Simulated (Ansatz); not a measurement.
# Ta4N5: do energies and stresses tell the same story?

The calculation used DFT r2SCAN, scalar-relativistic, plane waves, PAW in Ansatz.

Plane waves to 500 eV, a k mesh through Γ of 10×10×10 on the computed 9-atom cell and Gaussian smearing (0.10 eV); no spin polarisation.

Relaxed cell: I4/m, a = 6.865 Å, b = 6.865 Å, c = 4.264 Å, α = 90.00°, β = 90.00°, γ = 90.00°, 9 atoms in the primitive cell. Whether it is the stable form of this composition wasn't checked.

Energies at zero smearing and pressures from the stress tensor, at volumes with shape and atoms relaxed:
| V (Å³/atom) | E − E(first) (meV/atom) | P (GPa) |
| --- | --- | --- |
| 9.825 | 0.00 | 51.50 |
| 10.160 | -90.53 | 35.53 |
| 10.495 | -150.09 | 21.82 |
| 10.830 | -183.07 | 10.06 |
| 11.165 | -193.27 | 0.00 |
| 11.500 | -184.01 | -8.60 |
| 11.835 | -158.16 | -15.91 |
| 12.281 | -102.20 | -23.92 |

**Question.** Check P = −dE/dV between neighbouring volumes, and get the bulk modulus from the pressures alone.

**Answer.** With 1 eV/Å³ = 160.2 GPa:
```json
{"middle V (Å³/atom)": "9.993", "−ΔE/ΔV (GPa)": "43.305", "mean P (GPa)": "43.517"}
{"middle V (Å³/atom)": "10.327", "−ΔE/ΔV (GPa)": "28.488", "mean P (GPa)": "28.675"}
{"middle V (Å³/atom)": "10.662", "−ΔE/ΔV (GPa)": "15.774", "mean P (GPa)": "15.941"}
{"middle V (Å³/atom)": "10.997", "−ΔE/ΔV (GPa)": "4.883", "mean P (GPa)": "5.031"}
{"middle V (Å³/atom)": "11.332", "−ΔE/ΔV (GPa)": "-4.430", "mean P (GPa)": "-4.301"}
{"middle V (Å³/atom)": "11.667", "−ΔE/ΔV (GPa)": "-12.367", "mean P (GPa)": "-12.256"}
{"middle V (Å³/atom)": "12.058", "−ΔE/ΔV (GPa)": "-20.077", "mean P (GPa)": "-19.914"}
```

The two differ by 0.21 GPa at most. The mean of two end pressures misses the average over a step by about ΔV² P″/12, up to 0.20 GPa here; with that taken off 0.02 GPa remains. Around V = 11.165 Å³/atom, the two neighbours give B = −V ΔP/ΔV = 11.165 × 18.66 / 0.670 = 311.1 GPa, against B0 = 308.6 GPa from the Birch–Murnaghan fit of the energies.

Spin–orbit coupling is left out, which can shift energies with elements as heavy as these.